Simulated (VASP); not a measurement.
# InSe (R3m) in VASP: single point with PBE+D3(BJ)

Aim: the single point of InSe with PBE+D3(BJ).

The COD entry that gives the cell may itself be a prediction, so a difference from it is no test against experiment.

All numbers are computed with VASP 6.6.1; they aren't measurements. Logs are shortened: lines on timing, memory, paths and dates and some standing lists are left out, and cuts for length are marked.

**Measured values to compare with.**

“The Interaction of Hydrogen with the van der Waals Crystal γ-InSe”, 2020, pmc:7321205 reports, for a bulk crystal of InSe at 300 K: band gap 1.25 eV.

The results are compared with them further down.

### 1 Starting point

The structure is trigonal, space group R3m (No. 160). The conventional cell has a = 4.036 Å, b = 4.036 Å, c = 24.910 Å, α = 90.00°, β = 90.00°, γ = 120.00°. In (site symmetry 3m) is surrounded by 3 Se at 2.66 Å and 1 In at 2.79 Å. In (site symmetry 3m) is surrounded by 3 Se at 2.66 Å and 1 In at 2.79 Å. Se (site symmetry 3m) has 3 In at 2.66 Å as nearest neighbours. Around Se (site symmetry 3m) lie 3 In at 2.66 Å.

### 2 Single point, PBE+D3(BJ)

File INCAR:

```
SYSTEM = InSe
  PREC = Accurate
  ENCUT = 520
  EDIFF = 1E-7
  ISMEAR = 0
  SIGMA = 0.02
  LREAL = .False.
  LASPH = .True.
  NELM = 100
  ALGO = Fast
  ISIF = 2
  LWAVE = .False.
  LCHARG = .False.
  GGA = PE
  IVDW = 12
  NBANDS = 27
```

File KPOINTS:

```
regular mesh
0
Gamma
  12 12 12
  0 0 0
```

File POSCAR:

```
InSe
1.0
    2.0181972275      1.1652067126      8.3033250645
   -2.0181972275      1.1652067126      8.3033250645
    0.0000000000     -2.3304134251      8.3033250645
In Se
2 2
Direct
    0.0000475048      0.0000475048      0.0000475048
    0.1121766891      0.1121766891      0.1121766891
    0.6151385375      0.6151385375      0.6151385375
    0.8303372686      0.8303372686      0.8303372686
```

Potentials or basis: VASP PAW PBE potentials, release 64 (In_d, Se).

Started as:

```bash
$ cat potpaw_PBE.64/In_d/POTCAR potpaw_PBE.64/Se/POTCAR > POTCAR
$ mpirun -np 1 vasp_std > vasp.out
```

OUTCAR:

```text
SYSTEM = InSe
   PREC = Accurate
   ENCUT = 520
   EDIFF = 1E-7
   ISMEAR = 0
   LREAL = .False.
   LASPH = .True.
   NELM = 100
   ISIF = 2
   GGA = PE
   IVDW = 12
 IVDW          = 12

 ion  position               nearest neighbor table
   1  0.000  0.000  0.000-   3 2.66   3 2.66   3 2.66   2 2.79
   2  0.112  0.112  0.112-   4 2.66   4 2.66   4 2.66   1 2.79
   3  0.615  0.615  0.615-   1 2.66   1 2.66   1 2.66
   4  0.830  0.830  0.830-   2 2.66   2 2.66   2 2.66

  LATTYP: Found a trigonal (rhomboedric) cell.
 ALAT       =     8.6241540953
 COS(alpha) =     0.8904722439

  Lattice vectors:

 A1 = (   2.0181972275,   1.1652067126,   8.3033250645)
 A2 = (  -2.0181972275,   1.1652067126,   8.3033250645)
 A3 = (   0.0000000000,  -2.3304134251,   8.3033250645)

Analysis of symmetry for initial positions (statically):
=====================================================================
 Subroutine PRICEL returns:
 Original cell was already a primitive cell.

 Routine SETGRP: Setting up the symmetry group for a
 trigonal (rhombohedral) supercell.

 Subroutine GETGRP returns: Found  6 space group operations
 (whereof  6 operations were pure point group operations)
 out of a pool of 12 trial point group operations.

The static configuration has the point symmetry C_3v.

Analysis of symmetry for dynamics (positions and initial velocities):
=====================================================================
 Subroutine PRICEL returns:
 Original cell was already a primitive cell.

 Routine SETGRP: Setting up the symmetry group for a
 trigonal (rhombohedral) supercell.

 Subroutine GETGRP returns: Found  6 space group operations
 (whereof  6 operations were pure point group operations)
 out of a pool of 12 trial point group operations.

The dynamic configuration has the point symmetry C_3v.

 Subroutine INISYM returns: Found  6 space group operations
 (whereof  6 operations are pure point group operations),
 and found     1 'primitive' translations

----------------------------------------------------------------------------------------

                                     Primitive cell

  volume of cell :     117.1574

  direct lattice vectors                    reciprocal lattice vectors
     2.018197227  1.165206713  8.303325064     0.247745856  0.143036137  0.040144560
    -2.018197227  1.165206713  8.303325064    -0.247745856  0.143036137  0.040144560
     0.000000000 -2.330413425  8.303325064     0.000000000 -0.286072273  0.040144560

  length of vectors
     8.624154095  8.624154095  8.624154095     0.288875287  0.288875287  0.288875287

  position of ions in fractional coordinates (direct lattice)
     0.000047505  0.000047505  0.000047505
     0.112176689  0.112176689  0.112176689
     0.615138538  0.615138538  0.615138538
     0.830337269  0.830337269  0.830337269

  ion indices of the primitive-cell ions
   primitive index   ion index
                 1           1
                 2           2
                 3           3
                 4           4

----------------------------------------------------------------------------------------

 KPOINTS: regular mesh

Automatic generation of k-mesh.
 Grid dimensions read from file:
 generate k-points for:   12   12   12

 Generating k-lattice:

  Cartesian coordinates                     Fractional coordinates (reciprocal lattice)
     0.020645488  0.011919678  0.003345380     0.083333333  0.000000000 -0.000000000
    -0.020645488  0.011919678  0.003345380     0.000000000  0.083333333 -0.000000000
     0.000000000 -0.023839356  0.003345380     0.000000000  0.000000000  0.083333333

  Length of vectors
     0.024072941  0.024072941  0.024072941

  Shift w.r.t. Gamma in fractional coordinates (k-lattice)
     0.000000000  0.000000000  0.000000000

 Subroutine IBZKPT returns following result:
 ===========================================

 Found    189 irreducible k-points:

 Following reciprocal coordinates:
            Coordinates               Weight
  0.000000  0.000000  0.000000      1.000000
  0.083333  0.000000 -0.000000      6.000000
  0.166667  0.000000 -0.000000      6.000000
  0.250000  0.000000 -0.000000      6.000000
  0.333333  0.000000  0.000000      6.000000
  0.416667  0.000000 -0.000000      6.000000
[... 16 lines left out ...]
  0.500000  0.166667 -0.000000     12.000000
 -0.416667  0.166667  0.000000     12.000000
 [... further k-points ...]
   k-points           NKPTS =    189   k-points in BZ     NKDIM =    189   number of bands    NBANDS=     27
   number of dos      NEDOS =    301   number of ions     NIONS =      4
   total plane-waves  NPLWV = 262144
   dimension x,y,z NGX =    64 NGY =   64 NGZ =   64
   dimension x,y,z NGXF=   128 NGYF=  128 NGZF=  128
   ions per type =               2   2
   NGX,Y,Z   is equivalent  to a cutoff of  12.34, 12.34, 12.34 a.u.
   NGXF,Y,Z  is equivalent  to a cutoff of  24.67, 24.67, 24.67 a.u.
 SYSTEM =  InSe
   PREC   = accura    normal or accurate (medium, high low for compatibility)
   ISTART =      0    job   : 0-new  1-cont  2-samecut
   ICHARG =      2    charge: 1-file 2-atom 10-const
   ISPIN  =      1    spin polarized calculation?
   LNONCOLLINEAR =      F non collinear calculations
   LSORBIT =      F    spin-orbit coupling
   LASPH  =      T    aspherical Exc in radial PAW
   ENCUT  =  520.0 eV  38.22 Ry    6.18 a.u.  16.04 16.04 16.04*2*pi/ulx,y,z
   NELM   =    100;   NELMIN=  2; NELMDL= -5     # of ELM steps
   EDIFF  = 0.1E-06   stopping-criterion for ELM
   LREAL  =      F    real-space projection
   EDIFFG = 0.1E-05   stopping-criterion for IOM
   NSW    =      0    number of steps for IOM
   IBRION =     -1    ionic relax: 0-MD 1-quasi-New 2-CG
   NFREE  =      0    steps in history (QN), initial steepest desc. (CG)
   ISIF   =      2    stress and relaxation
   ISYM   =      2    0-nonsym 1-usesym 2-fastsym
   POTIM  = 0.5000    time-step for ionic-motion
   TEBEG  =    0.0;   TEEND  =   0.0 temperature during run
   PSTRESS=    0.0 pullay stress
   NELECT =      38.0000    total number of electrons
   NUPDOWN=      -1.0000    fix difference up-down
   EMIN   =  10.00;   EMAX   =-10.00  energy-range for DOS
   EFERMI =   0.00;   METHOD = LEGACY
   ISMEAR =     0;   SIGMA  =   0.02  broadening in eV -4-tet -1-fermi 0-gaus
   EFERMI_NEDOS =   21; number of points for ismear=-14 and -15
   IALGO  =     68    algorithm
   IMIX   =      4    mixing-type and parameters
     AMIX     =   0.40;   BMIX     =  1.00
     AMIX_MAG =   1.60;   BMIX_MAG =  1.00
  volume/ion in A,a.u.               =      29.29       197.65
  Fermi-wavevector in a.u.,A,eV,Ry     =   1.124811  2.125584 17.214076  1.265199
  Thomas-Fermi vector in A             =   2.261484
   LORBIT       =      0    0 simple, 1 ext, 2 COOP (PROOUT), +10 PAW based schemes
   GGA     = PE    functional components
   LHFCALC =     F    Hartree Fock is set to
   AEXX    =    0.0000 exact exchange contribution
   IVDW    =    12    specifies the selected vdW correction
   LEPSILON=     F    determine dielectric tensor
   LRPA    =     F    only Hartree local field effects (RPA)
 non-spin polarized calculation
 RMM-DIIS sequential band-by-band and
 Gauss-broadening in eV      SIGMA  =   0.02
  energy-cutoff  :      520.00
  volume of cell :      117.16
 maximum number of plane-waves:      3182
   NGX = 33   NGY = 33   NGZ = 33

 number of electron      37.9999996 magnetization

 Free energy of the ion-electron system (eV)
  ---------------------------------------------------
  ext. energy  EPLUGINS =         0.00000000
  ---------------------------------------------------
  free energy    TOTEN  =       -14.15568584 eV

  energy without entropy =      -14.15568584  energy(sigma->0) =      -14.15568584

 E-fermi :   4.2225     XC(G=0):  -8.9170

 val. band max:        4.1414003123   @ k =   0.5000   0.5000   0.5000
 cond. band min:       4.4288365442   @ k =   0.5000   0.5000   0.5000
 fundamental gap:      0.2874362319
 Fermi energy:         4.2225484216

 k-point     1 :       0.0000    0.0000    0.0000
  band No.  band energies     occupation
      1     -10.7052      2.00000
      2     -10.5191      2.00000
      3     -10.5191      2.00000
      4     -10.4355      2.00000
      5     -10.4355      2.00000
      6     -10.4280      2.00000
[... 19 lines left out ...]
     26       9.5098      0.00000
     27      11.5842      0.00000

 k-point     2 :       0.0833    0.0000   -0.0000
  band No.  band energies     occupation
      1     -10.7049      2.00000
      2     -10.5454      2.00000
      3     -10.5181      2.00000
      4     -10.4609      2.00000
      5     -10.4308      2.00000
      6     -10.4299      2.00000
[... 19 lines left out ...]
     26       9.6713      0.00000
     27      11.6536      0.00000

 k-point     3 :       0.1667    0.0000   -0.0000
  band No.  band energies     occupation
      1     -10.7081      2.00000
      2     -10.6014      2.00000
      3     -10.5226      2.00000
      4     -10.5162      2.00000
      5     -10.4349      2.00000
      6     -10.4178      2.00000
[... 19 lines left out ...]
     26      10.0523      0.00000
     27      10.9570      0.00000

 k-point     4 :       0.2500    0.0000   -0.0000
  band No.  band energies     occupation
      1     -10.7319      2.00000
      2     -10.6415      2.00000
      3     -10.5934      2.00000
      4     -10.5152      2.00000
      5     -10.4415      2.00000
      6     -10.4002      2.00000
[... 19 lines left out ...]
     26      10.5006      0.00000
     27      10.7875      0.00000

 k-point     5 :       0.3333    0.0000    0.0000
  band No.  band energies     occupation
      1     -10.7751      2.00000
      2     -10.6552      2.00000
      3     -10.6487      2.00000
      4     -10.5157      2.00000
      5     -10.4481      2.00000
      6     -10.3826      2.00000
[... 19 lines left out ...]
     26      10.7208      0.00000
     27      11.2748      0.00000

 k-point     6 :       0.4167    0.0000   -0.0000
  band No.  band energies     occupation
      1     -10.8087      2.00000
      2     -10.6940      2.00000
      3     -10.6486      2.00000
      4     -10.5167      2.00000
      5     -10.4528      2.00000
      6     -10.3698      2.00000
[... 444 lines left out ...]
      1     -10.7462      2.00000
      2     -10.6480      2.00000
      3     -10.6236      2.00000
      4     -10.5197      2.00000
      5     -10.4393      2.00000
      6     -10.3967      2.00000
[... 19 lines left out ...]
     26      10.6004      0.00000
     27      11.1216      0.00000

 k-point    22 :       0.4167    0.1667   -0.0000
  band No.  band energies     occupation
      1     -10.7812      2.00000
      2     -10.6720      2.00000
      3     -10.6493      2.00000
      4     -10.5240      2.00000
      5     -10.4408      2.00000
      6     -10.3861      2.00000
[... 19 lines left out ...]
     26      10.7779      0.00000
     27      11.0934      0.00000

 k-point    23 :       0.5000    0.1667   -0.0000
  band No.  band energies     occupation
      1     -10.8074      2.00000
      2     -10.7025      2.00000
      3     -10.6481      2.00000
      4     -10.5275      2.00000
      5     -10.4420      2.00000
      6     -10.3783      2.00000
[... 19 lines left out ...]
     26      10.9849      0.00000
     27      11.6024      0.00000

 k-point    24 :      -0.4167    0.1667    0.0000
  band No.  band energies     occupation
      1     -10.8174      2.00000
      2     -10.7124      2.00000
      3     -10.6473      2.00000
      4     -10.5289      2.00000
      5     -10.4424      2.00000
      6     -10.3754      2.00000
[... 19 lines left out ...]
     26      11.1203      0.00000
     27      11.8241      0.00000

 [... further k-points ...]

------------------------ aborting loop because EDIFF is reached ----------------------------------------

 Edisp (eV)   -1.19899

 E8    (eV) :    -0.5499

  FORCE on cell =-STRESS in cart. coord.  units (eV):
  Direction    XX          YY          ZZ          XY          YZ          ZX
  --------------------------------------------------------------------------------------
  -------------------------------------------------------------------------------------
  Total       0.03702     0.03702     0.03013     0.00000     0.00000     0.00000
  in kB       0.50623     0.50623     0.41209     0.00000     0.00000     0.00000
  external pressure =        0.47 kB  Pullay stress =        0.00 kB

 VOLUME and BASIS-vectors are now :
 -----------------------------------------------------------------------------
  energy-cutoff  :      520.00
  volume of cell :      117.16
      direct lattice vectors                 reciprocal lattice vectors
     2.018197227  1.165206713  8.303325064     0.247745856  0.143036137  0.040144560
    -2.018197227  1.165206713  8.303325064    -0.247745856  0.143036137  0.040144560
     0.000000000 -2.330413425  8.303325064     0.000000000 -0.286072273  0.040144560

 POSITION                                       TOTAL-FORCE (eV/Angst)
 -----------------------------------------------------------------------------------
      0.00000      0.00000      0.00118         0.000000      0.000000      0.011988
      0.00000      0.00000      2.79432         0.000000     -0.000000     -0.011968
      0.00000      0.00000     15.32309         0.000000     -0.000000     -0.013269
      0.00000      0.00000     20.68368         0.000000      0.000000      0.013249
 -----------------------------------------------------------------------------------
    total drift:                                0.000000      0.000000     -0.000170

  FREE ENERGIE OF THE ION-ELECTRON SYSTEM (eV)
  ---------------------------------------------------
  free  energy   TOTEN  =       -15.3546752776 eV

  energy  without entropy=      -15.3546752776  energy(sigma->0) =      -15.35467528
```

It took 36 min on 1 thread of AMD EPYC 9R45 (Zen 5), shared host; peak memory 0.86 GiB.

What came out:

| Quantity | Value |
| --- | --- |
| Free energy | -15.3547 eV |
| Pressure | 0.0 GPa |
| Largest force | 0.013 eV/Å |
| Band gap on the k mesh | 0.29 eV, direct |
| Dispersion energy per atom | -0.300 eV |

Forces in eV/Å, atoms in the order of the input:
```
In   0.000  0.000  0.012
In   0.000  0.000 -0.012
Se   0.000  0.000 -0.013
Se   0.000  0.000  0.013
```

Caveat: spin-orbit coupling is left out, which moves the levels of the heavy elements.

### 3 How close it comes

Step 2. Against the measured gap of InSe, 1.25 eV (300 K; “The Interaction of Hydrogen with the van der Waals Crystal γ-InSe”, 2020, pmc:7321205), the calculated 0.29 eV is off by -0.96 eV. Spin-orbit coupling on In, Se is left out. The value is that of PBE+D3(BJ) on a finite k mesh, which can miss the band edges, without temperature or zero-point motion. Semilocal functionals fall short of measured gaps as a rule.
